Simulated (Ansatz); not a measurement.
input.yaml (Ansatz)

```yaml
crystal:
  lattice:
    - [0.0, 2.7218416315, 2.7218416315]
    - [2.7218416315, 0.0, 2.7218416315]
    - [2.7218416315, 2.7218416315, 0.0]
  atoms:
    - { symbol: La, position: [0.0, 0.0, 0.0], spin: 1.0 }
hamiltonian:
  xc: pbe
  pseudopotentials:
    kind: paw
    azcp:
      La: "pseudopotentials/La.paw.azcp"
basis:
  ecutwfc: 420
  fft_grid_basis: typed
kpoints:
  mp_grid: { grid: [17, 17, 17], shift: [0, 0, 0] }
magnetization:
  spin_polarized: true
scf:
  occupations: { method: fermi_dirac, width: 0.05 }
output:
  stress: true
```

Output

```
Engine: ansatz 0.2.0, x86_64-unknown-linux-gnu
Pseudopotentials: kind: paw
Pseudopotential: La, paw, valence charge 11, recommended cutoff 420 eV (normal) 
Functional definition: PBE
  parameter kappa = 0.804
  parameter beta = 0.06672455060314922
  exchange = pbe_x(kappa = kappa, mu = beta*pi^2/3)
  correlation = pbe_c(beta = beta)
Crystal: 1 atoms, lattice volume = 40.329 Å³
Basis set: ecut = 420 eV, 749 PW (Γ)
Bands: 10, of which v1, the nominal top of the filled ones, is band 6 counted from 1 (5 counted from 0)
Symmetry: 48 space group operations
Space group: Fm-3m (ITA 225), of the structure as read, at distance tolerance 3.4e-5 Å
Magnetic group: BNS 225.116 (UNI 1618), of the structure as read, at distance tolerance 3.4e-5 Å
k-points: 165 of 4913
Non-local potential: La, projectors of the file, l = 0: 3, l = 1: 2, l = 2: 2, l = 3: 3
PAW form: soft (Blöchl's): semilocal exchange-correlation on the pseudo side does not see the compensation charge
PAW one-centre angular grid: La, 590 points (default); XC on 64 Gauss nodes
Initial density: superposition of atomic densities (chi_scale 0.1, normalization cell)
Starting moments: Σ|m| = 1 μB on 1 of 1 site
Initial wavefunctions: pseudopotential atomic-orbital guess
Functional: x = pbe(κ = 0.804, μ = 0.2195149727645171), c = pbe(β = 0.06672455060314922)
iter 1 solved again at ethr=1.53e-3 eV; its pass at ethr=3.10e-3 eV (dr2=1.68e-1 eV) is discarded
SCF iter   1: F=—  HF=-6250.018348 eV  |F-HF|=—  |Δ(HF+E_count)|=         —  Δρ=1.86e-2 (↑1.86e-2 ↓9.65e-3)  dr2=1.67e-1  dr2_m=4.76e-2  M=0.389 μB ∫|m|=0.389 μB  β_m=0.30  ethr=1.53e-3  ⟨swp⟩=1.0  Hψ=21977  notcnv=0
Mixer restart at iter 1: flushing history
SCF iter   2: F=—  HF=-6250.041108 eV  |F-HF|=—  |Δ(HF+E_count)|=   2.28e-2  Δρ=1.34e-2 (↑1.34e-2 ↓7.20e-3)  dr2=8.72e-2  dr2_m=2.55e-2  M=0.349 μB ∫|m|=0.349 μB  β_m=0.65  ethr=1.52e-3  ⟨swp⟩=2.2  Hψ=4705  notcnv=0
SCF iter   3: F=—  HF=-6250.072664 eV  |F-HF|=—  |Δ(HF+E_count)|=   3.16e-2  Δρ=1.62e-3 (↑1.62e-3 ↓1.47e-3)  dr2=1.13e-3  dr2_m=6.19e-4  M=0.197 μB ∫|m|=0.197 μB  β_m=0.82  ethr=7.93e-4  ⟨swp⟩=4.8  Hψ=9153  notcnv=0  defer=9
SCF iter   4: F=—  HF=-6250.074978 eV  |F-HF|=—  |Δ(HF+E_count)|=   2.31e-3  Δρ=1.13e-3 (↑1.13e-3 ↓9.70e-4)  dr2=8.51e-4  dr2_m=2.65e-4  M=0.139 μB ∫|m|=0.139 μB  β_m=0.78  ethr=1.02e-5  ⟨swp⟩=2.7  Hψ=8289  notcnv=0
SCF iter   5: F=—  HF=-6250.075509 eV  |F-HF|=—  |Δ(HF+E_count)|=   5.31e-4  Δρ=6.32e-4 (↑6.32e-4 ↓5.63e-4)  dr2=6.80e-5  dr2_m=1.21e-4  M=0.101 μB ∫|m|=0.101 μB  β_m=0.89  ethr=7.74e-6  ⟨swp⟩=2.3  Hψ=6311  notcnv=0
SCF iter   6: F=—  HF=-6250.076183 eV  |F-HF|=—  |Δ(HF+E_count)|=   6.74e-4  Δρ=2.46e-4 (↑2.46e-4 ↓2.30e-4)  dr2=2.79e-6  dr2_m=2.05e-5  M=0.047 μB ∫|m|=0.047 μB  β_m=0.95  ethr=6.18e-7  ⟨swp⟩=2.4  Hψ=5793  notcnv=0
SCF iter   7: F=—  HF=-6250.076351 eV  |F-HF|=—  |Δ(HF+E_count)|=   1.67e-4  Δρ=4.57e-5 (↑4.43e-5 ↓4.57e-5)  dr2=1.25e-7  dr2_m=7.25e-7  M=0.009 μB ∫|m|=0.009 μB  β_m=0.97  ethr=2.53e-8  ⟨swp⟩=3.0  Hψ=5912  notcnv=0
SCF iter   8: F=—  HF=-6250.076359 eV  |F-HF|=—  |Δ(HF+E_count)|=   8.51e-6  Δρ=1.31e-5 (↑1.31e-5 ↓1.08e-5)  dr2=1.94e-8  dr2_m=4.96e-8  M=0.001 μB ∫|m|=0.001 μB  β_m=0.99  ethr=1.14e-9  ⟨swp⟩=3.0  Hψ=5951  notcnv=0
SCF iter   9: F=—  HF=-6250.076360 eV  |F-HF|=—  |Δ(HF+E_count)|=   6.53e-7  Δρ=3.22e-6 (↑2.81e-6 ↓3.22e-6)  dr2=2.26e-10  dr2_m=3.33e-9  M=0.000 μB ∫|m|=0.000 μB  β_m=0.99  ethr=1.76e-10  ⟨swp⟩=3.0  Hψ=5688  notcnv=0
SCF iter  10: F=—  HF=-6250.076360 eV  |F-HF|=—  |Δ(HF+E_count)|=   4.68e-8  Δρ=1.75e-7 (↑1.75e-7 ↓1.43e-7)  dr2=2.36e-11  dr2_m=4.41e-12  M=0.000 μB ∫|m|=0.000 μB  β_m=1.00  ethr=2.06e-12  ⟨swp⟩=3.6  Hψ=7350  notcnv=0
SCF iter  11: F=-6250.076360 eV  HF=-6250.076360 eV  |F-HF|=2.73e-12  |Δ(HF+E_count)|=  4.55e-11  Δρ=2.02e-8 (↑1.62e-8 ↓2.02e-8)  dr2=2.55e-13  dr2_m=8.59e-14  M=0.000 μB ∫|m|=0.000 μB  ethr=1.00e-12  ⟨swp⟩=1.0  Hψ=9231  notcnv=0
SCF 1 converged in 11 iterations: F = -6250.076360 eV  dr2 = 2.55e-13
WARN: the starting moments were not kept: the SCF closed with an absolute magnetisation of 1.7e-6 μB, where they sum to 1 μB in size (1 site). That is at most 0.1 of that sum. Measured as dr2_m measures the in/out step, that magnetisation stands 1.9e-13 eV from none, at or under the dr2_threshold of 1.0e-7 eV: it is no larger than a step whose dr2_m would equal this threshold. The system may hold no moment; this SCF shows only that its start led to no more than that. To try another start: raise the starting moments (crystal.atoms[].spin, magnetization.per_species, magnetization.initial_magnetization, or on a non-collinear deck that types none of these the spinor_matrix: blocks that start its atoms; where the total moment is fixed, keep their sum and leave initial_magnetization as it is; typed ones take the place of any that the run laid by itself, positive ones on a crystal's lanthanoids without a Hubbard term where scf.initial_density.shell_occupations: [] is typed) or, if the notice of its spin-set hold's release reads "site moments contracting" or "site moments show no strong build", lengthen the hold (scf.mixing.spin_hold: { on: { confirm: 4 } }; for m-r²SCAN on two components see the key's manual first). Each may lead to a state that holds a moment. A second SCF, from the converged charge density, with the starting moments and any scf.initial_density.shell_occupations laid on it anew, would have followed, and was not run: the deck does not ask for one (magnetization.retry_lost_moments is false, the default). To let it run, set magnetization.retry_lost_moments: true and run the deck again, where that key's refused combinations let it; where memory then withholds it, that run's warning says so.
SCF converged after 11 iterations
Magnetization: 0.0000 μB (5.5000 up, 5.5000 down)
Absolute magnetization: 0.0000 μB (∫|ρ↑−ρ↓|, with the PAW one-centre terms)
Spin contamination: 0.0000 ħ² per cell (⟨S²⟩ above its minimum at these occupations)
Per-site moments (μB) at R_I (Å): [(1.0228780704562743e-6, 1.5878219568333425)]
Free energy (F): -6250.076360 eV
Harris-Foulkes:  -6250.076360 eV  (|F-HF|=2.73e-12)
Internal energy: -6250.057550 eV  (E = F + TS)
E sigma→0 (E₀):  -6250.066955 eV
Entropy (-TS):   -0.018810 eV (-18.810 meV/atom)
Fermi energy:    10.007217 eV
--- Per-component energies (eV) ---
  E_band       = -57.485760
  E_kinetic    = 191.472461
  E_local      = -361.788328  (includes V_loc(G=0)·N_el)
  E_nonlocal   = 94.484333
  E_hartree    = 113.813490
  E_xc         = -138.577831
  E_vxc        = -146.544065  (∫ρ·V_xc dr)
  E_paw        = -5415.724367  (= ΣΔE_a)
  E_vpaw       = -62.737144  (= ΣTr[D̂ρ^β])
  E_aug_tail   = -0.000000  (compensation charges beyond the density's cutoff)
  E_ewald      = -733.737308
  E_smearing   = -0.018810  (= −TS)
  E_closure    = 0.000000  (closes the sum)
  Σ components = -6250.076360   (vs F -6250.076360, Δ=0.00e0)
--- Stress (GPa, compression-positive) ---
       -1.954538      -0.000000       0.000000
       -0.000000      -1.954538       0.000000
        0.000000      -0.000000      -1.954538
  P = ⅓ Tr σ = -1.9545 GPa (-19.545 kbar)
```
